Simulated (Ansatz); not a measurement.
The calculation used DFT PBE, scalar-relativistic, plane waves, PAW (Ansatz 0.2.0). Settings: cutoff 420 eV, Γ-centred meshes spaced at most about 0.3 Å⁻¹, and about 0.25 Å⁻¹ or finer for metals (2π included), Gaussian smearing. No spin polarisation in the final relaxations.

All energies are static (0 K, no zero-point motion).

Two forms of P were relaxed alike.

A.

```xyz
12
Lattice="-4.1789 4.1789 4.1789 4.1789 -4.1789 4.1789 4.1789 4.1789 -4.1789" Properties=species:S:1:pos:R:3 pbc="T T T"
P     2.5292    3.1896   -1.5662
P     1.5662    6.7081    0.9893
P     5.1682    2.6127    1.6497
P     3.1896    1.5662    1.6497
P     6.7081    0.9893    1.5662
P     0.9893    1.5662    6.7081
P     1.5662    1.6497    3.1896
P    -1.5662    2.5292    3.1896
P     1.6497    3.1896    1.5662
P     2.6127    1.6497    5.1682
P     3.1896   -1.5662    2.5292
P     1.6497    5.1682    2.6127
```

B.

```xyz
6
Lattice="3.2022 0.0000 0.0000 0.0000 3.2022 0.0000 0.0000 0.0000 14.9863" Properties=species:S:1:pos:R:3 pbc="T T T"
P     0.0000    1.6011    5.2362
P     1.6011    0.0000    2.2570
P     0.0000    1.6011    9.7501
P     1.6011    0.0000   12.7294
P     0.0000    0.0000   11.2397
P     0.0000    0.0000    3.7466
```

Question: Which is lower in energy, and by how much?

Answer: B is lower, by 70 meV/atom. A has space group I2_13 (No. 199), 24.3 Å³/atom and a gap of 0.68 eV on its mesh; B has space group P4_2/mmc (No. 131), 25.6 Å³/atom and no gap. Counting all near atoms (those within 1.25 times the shortest such distance or 1.15 times the sum of covalent radii; a slash parts the counts of unlike sites), A has P 3 and B has P 2/4. In A, around P lie 3 P at 2.24 Å. In B, P on a site of symmetry 2mm has 2 P at 2.19 Å; P on a site of symmetry -4m2 has 4 P at 2.19 Å. Both come from invented guesses. The part of the Crystallography Open Database at hand lists P in space groups No. 2, 13, 64, 123; no cell shown has one of them.

Weakly bound directions are ill-defined at this level, which has no dispersion term (P4_2/mmc), and this can change margins and order among such cells. Kohn–Sham gaps at this level usually fall short of measured ones. Cells relaxed within their symmetry can be saddle points.

The more stable form is, unexpectedly, the one that breaks the usual valence rules. In A every P has three bonds and a lone pair, an electron-precise arrangement that accounts for the gap. Its coordinates, however, show the atoms grouped in three-membered rings linked into a framework. Such acute angles bend the p-rich bonds and crowd the lone pairs, and this strain is probably why A lies 70 meV/atom higher.

B consists of sheets in which four-connected P atoms are joined through two-connected ones, without small rings. Counting four bonds at the former and two bonds plus two lone pairs at the latter leaves each P₃ unit one electron short. This fits the absence of a gap and suggests holes in lone-pair states; depleting their π-antibonding part may also help shorten the bonds to 2.19 Å. Such a partly filled band could favour a distortion to lower symmetry. The ordering shows only that B beats a strained competitor, not that it rivals black phosphorus, the stable three-connected layered form at ambient conditions.
